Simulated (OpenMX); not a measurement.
# SiO2 (I4_122) in OpenMX: notebook, part 2 of 2

OpenMX 3.8.5. Earlier steps stand in the parts before.

### Step 3. Single point, LDA, 15.20 Å³/atom

SiO2.dat

```
System.CurrrentDirectory             ./
System.Name                          SiO2
DATA.PATH                            ./DFT_DATA13
level.of.stdout                      1
level.of.fileout                     0
Species.Number                       2
<Definition.of.Atomic.Species
  Si  Si7.0-s2p2d1           Si_CA13
  O   O6.0-s2p2d1            O_CA13
Definition.of.Atomic.Species>

Atoms.Number                         12
Atoms.SpeciesAndCoordinates.Unit     FRAC
<Atoms.SpeciesAndCoordinates
    1  Si    0.8750000000    0.2636180000    0.8886180000   2.000  2.000
    2  Si    0.0136180000    0.6250000000    0.8886180000   2.000  2.000
    3  Si    0.7363820000    0.1250000000    0.1113820000   2.000  2.000
    4  Si    0.3750000000    0.9863820000    0.1113820000   2.000  2.000
    5  O     0.6337270000    0.1337270000    0.5000000000   3.000  3.000
    6  O     0.4678770000    0.9678770000    0.9357540000   3.000  3.000
    7  O     0.0321230000    0.5321230000    0.0642460000   3.000  3.000
    8  O     0.1162730000    0.1162730000    0.0000000000   3.000  3.000
    9  O     0.8837270000    0.8837270000    0.0000000000   3.000  3.000
   10  O     0.8662730000    0.3662730000    0.5000000000   3.000  3.000
   11  O     0.2821230000    0.7178770000    0.0000000000   3.000  3.000
   12  O     0.7178770000    0.2821230000    0.0000000000   3.000  3.000
Atoms.SpeciesAndCoordinates>

Atoms.UnitVectors.Unit               Ang
<Atoms.UnitVectors
    -2.8378980000    2.8378980000    5.6602100000
     2.8378980000   -2.8378980000    5.6602100000
     2.8378980000    2.8378980000   -5.6602100000
Atoms.UnitVectors>

scf.XcType                           LDA
scf.SpinPolarization                 off
scf.ElectronicTemperature            580.226
scf.energycutoff                     400.0
scf.maxIter                          100
scf.EigenvalueSolver                 band
scf.Kgrid                            7 7 7
scf.Mixing.Type                      rmm-diisk
scf.Init.Mixing.Weight               0.05
scf.Min.Mixing.Weight                0.001
scf.Max.Mixing.Weight                0.3
scf.Mixing.History                   25
scf.Mixing.StartPulay                8
scf.criterion                        1.0e-8
MD.Type                              nomd
```

Potentials or basis: OpenMX 2013 LDA set, Si7.0-s2p2d1, O6.0-s2p2d1, fixed grid of 60 × 60 × 48 points.

The run is started by

```bash
openmx SiO2.dat -nt 1 > SiO2.std
```

Wall time 5.1 min (1 thread of Intel Xeon 6975P-C (Granite Rapids), shared host); peak memory 1.1 GiB.

Results (log left out):

| Item | Value |
| --- | --- |
| Free energy | -4006.5983 eV |
| Largest force | 0.093 eV/Å |
| Band gap on the k mesh | 5.16 eV, direct |
| Mulliken charges | Si +1.02; O -0.50, -0.51 e |

Caveat: Mulliken charges move with the basis; an odd mesh through Γ misses points on the zone boundary, where band edges often lie; the basis of atomic orbitals isn't converged, which shifts pressures, moduli and gaps.

### Step 4. Single point, LDA, 14.89 Å³/atom (volume scaled by 0.98)

SiO2.dat, as its differences from that of step 3:

```diff
@@ -30,5 +30,5 @@
 <Atoms.UnitVectors
-    -2.8378980000    2.8378980000    5.6602100000
-     2.8378980000   -2.8378980000    5.6602100000
-     2.8378980000    2.8378980000   -5.6602100000
+    -2.8188511308    2.8188511308    5.6222208688
+     2.8188511308   -2.8188511308    5.6222208688
+     2.8188511308    2.8188511308   -5.6222208688
 Atoms.UnitVectors>
@@ -38,3 +38,2 @@
 scf.ElectronicTemperature            580.226
-scf.energycutoff                     400.0
 scf.maxIter                          100
@@ -50 +49,3 @@
 MD.Type                              nomd
+scf.Ngrid                            60 60 48
+scf.energycutoff                     400.0
```

The run is started by

```bash
openmx SiO2.dat -nt 1 > SiO2.std
```

Wall time 5.1 min (1 thread of Intel Xeon 6975P-C (Granite Rapids), shared host); peak memory 1.2 GiB.

It converged, with:

```
Free energy            : -4006.6235 eV
Largest force          : 0.296 eV/Å
Band gap on the k mesh : 5.30 eV, direct
Mulliken charges       : Si +1.01; O -0.50, -0.51 e
```

Caveat: Mulliken charges move with the basis; an odd mesh through Γ misses points on the zone boundary, where band edges often lie; the basis of atomic orbitals isn't converged, which shifts pressures, moduli and gaps.

### Step 5. Single point, LDA, 15.50 Å³/atom (volume scaled by 1.02)

SiO2.dat, as its differences from that of step 4:

```diff
@@ -30,5 +30,5 @@
 <Atoms.UnitVectors
-    -2.8188511308    2.8188511308    5.6222208688
-     2.8188511308   -2.8188511308    5.6222208688
-     2.8188511308    2.8188511308   -5.6222208688
+    -2.8566925742    2.8566925742    5.6976959269
+     2.8566925742   -2.8566925742    5.6976959269
+     2.8566925742    2.8566925742   -5.6976959269
 Atoms.UnitVectors>
```

The run is started by

```bash
openmx SiO2.dat -nt 1 > SiO2.std
```

Run time: 5 min. Hardware: 1 thread of Intel Xeon 6975P-C (Granite Rapids), shared host; peak memory 1.1 GiB.

Results (log left out):

* Free energy: -4006.5044 eV
* Largest force: 0.280 eV/Å
* Band gap on the k mesh: 5.02 eV, direct
* Mulliken charges: Si +1.02; O -0.51, -0.52 e

Caveat: Mulliken charges move with the basis; an odd mesh through Γ misses points on the zone boundary, where band edges often lie; the basis of atomic orbitals isn't converged, which shifts pressures, moduli and gaps.

### Step 6. Single point, LDA, 14.59 Å³/atom (volume scaled by 0.96)

SiO2.dat, as its differences from that of step 5:

```diff
@@ -30,5 +30,5 @@
 <Atoms.UnitVectors
-    -2.8566925742    2.8566925742    5.6976959269
-     2.8566925742   -2.8566925742    5.6976959269
-     2.8566925742    2.8566925742   -5.6976959269
+    -2.7995433253    2.7995433253    5.5837112981
+     2.7995433253   -2.7995433253    5.5837112981
+     2.7995433253    2.7995433253   -5.5837112981
 Atoms.UnitVectors>
```

Potentials or basis: OpenMX 2013 LDA set, Si7.0-s2p2d1, O6.0-s2p2d1, fixed grid of 60 × 60 × 48 points.

The run is started by

```bash
openmx SiO2.dat -nt 1 > SiO2.std
```

Wall time 5.3 min (1 thread of Intel Xeon 6975P-C (Granite Rapids), shared host); peak memory 1.2 GiB.

Results (log left out):

| Property | Result |
| --- | --- |
| Free energy | -4006.5728 eV |
| Largest force | 0.613 eV/Å |
| Band gap on the k mesh | 5.44 eV, direct |
| Mulliken charges | Si +1.01; O -0.50, -0.51 e |

Caveat: Mulliken charges move with the basis; an odd mesh through Γ misses points on the zone boundary, where band edges often lie; the basis of atomic orbitals isn't converged, which shifts pressures, moduli and gaps.

### Step 7. Single point, LDA, 15.80 Å³/atom (volume scaled by 1.04)

SiO2.dat, as its differences from that of step 6:

```diff
@@ -30,5 +30,5 @@
 <Atoms.UnitVectors
-    -2.7995433253    2.7995433253    5.5837112981
-     2.7995433253   -2.7995433253    5.5837112981
-     2.7995433253    2.7995433253   -5.5837112981
+    -2.8752430458    2.8752430458    5.7346949891
+     2.8752430458   -2.8752430458    5.7346949891
+     2.8752430458    2.8752430458   -5.7346949891
 Atoms.UnitVectors>
```

The run is started by

```bash
openmx SiO2.dat -nt 1 > SiO2.std
```

Run time: 4.9 min. Hardware: 1 thread of Intel Xeon 6975P-C (Granite Rapids), shared host; peak memory 1.1 GiB.

Results (log left out):

* Free energy: -4006.3484 eV
* Largest force: 0.525 eV/Å
* Band gap on the k mesh: 4.86 eV, direct
* Mulliken charges: Si +1.03; O -0.51, -0.52 e

Caveat: Mulliken charges move with the basis; an odd mesh through Γ misses points on the zone boundary, where band edges often lie; the basis of atomic orbitals isn't converged, which shifts pressures, moduli and gaps.

### Step 8. Single point, LDA, 14.28 Å³/atom (volume scaled by 0.94)

SiO2.dat, as its differences from that of step 7:

```diff
@@ -30,5 +30,5 @@
 <Atoms.UnitVectors
-    -2.8752430458    2.8752430458    5.7346949891
-     2.8752430458   -2.8752430458    5.7346949891
-     2.8752430458    2.8752430458   -5.7346949891
+    -2.7799654588    2.7799654588    5.5446630884
+     2.7799654588   -2.7799654588    5.5446630884
+     2.7799654588    2.7799654588   -5.5446630884
 Atoms.UnitVectors>
```

The run is started by

```bash
openmx SiO2.dat -nt 1 > SiO2.std
```

Run time: 5.2 min. Hardware: 1 thread of Intel Xeon 6975P-C (Granite Rapids), shared host; peak memory 1.2 GiB.

The run converged. Its results:

| Quantity | Value |
| --- | --- |
| Free energy | -4006.4376 eV |
| Largest force | 0.956 eV/Å |
| Band gap on the k mesh | 5.56 eV, direct |
| Mulliken charges | Si +1.00; O -0.49, -0.51 e |

Caveat: Mulliken charges move with the basis; an odd mesh through Γ misses points on the zone boundary, where band edges often lie; the basis of atomic orbitals isn't converged, which shifts pressures, moduli and gaps.

### Step 9. Single point, LDA, 16.11 Å³/atom (volume scaled by 1.06)

SiO2.dat, as its differences from that of step 8:

```diff
@@ -30,5 +30,5 @@
 <Atoms.UnitVectors
-    -2.7799654588    2.7799654588    5.5446630884
-     2.7799654588   -2.7799654588    5.5446630884
-     2.7799654588    2.7799654588   -5.5446630884
+    -2.8935571895    2.8935571895    5.7712226936
+     2.8935571895   -2.8935571895    5.7712226936
+     2.8935571895    2.8935571895   -5.7712226936
 Atoms.UnitVectors>
```

Potentials or basis: OpenMX 2013 LDA set, Si7.0-s2p2d1, O6.0-s2p2d1, fixed grid of 60 × 60 × 48 points.

The run is started by

```bash
openmx SiO2.dat -nt 1 > SiO2.std
```

It took 4.7 min on 1 thread of Intel Xeon 6975P-C (Granite Rapids), shared host; peak memory 1.1 GiB.

It converged, with:

```
Free energy            : -4006.1364 eV
Largest force          : 0.757 eV/Å
Band gap on the k mesh : 4.70 eV, direct
Mulliken charges       : Si +1.03; O -0.51, -0.52 e
```

Caveat: Mulliken charges move with the basis; an odd mesh through Γ misses points on the zone boundary, where band edges often lie; the basis of atomic orbitals isn't converged, which shifts pressures, moduli and gaps.

### Step 10. Equation of state, LDA

No new run: the results of the series are fitted here.

Results (log left out):

* Equilibrium volume: 14.94 Å³/atom
* Bulk modulus at fixed shape and positions: 162 GPa
* Pressure derivative of the bulk modulus: 4.0

Energy against volume, from the lowest point:
```csv
volume (Å³/atom),energy (meV/atom)
14.283,15.49
14.587,4.22
14.891,0.00
15.195,2.10
15.499,9.93
15.803,22.92
16.107,40.59
```

Caveat: volumes in these bases differ from converged ones by about 1 %, for some elements by several; the cell was scaled at fixed shape and fractional positions, which overstates the stiffness of a crystal with free parameters, most of all of layers and chains; the basis of atomic orbitals isn't converged, which shifts pressures, moduli and gaps.
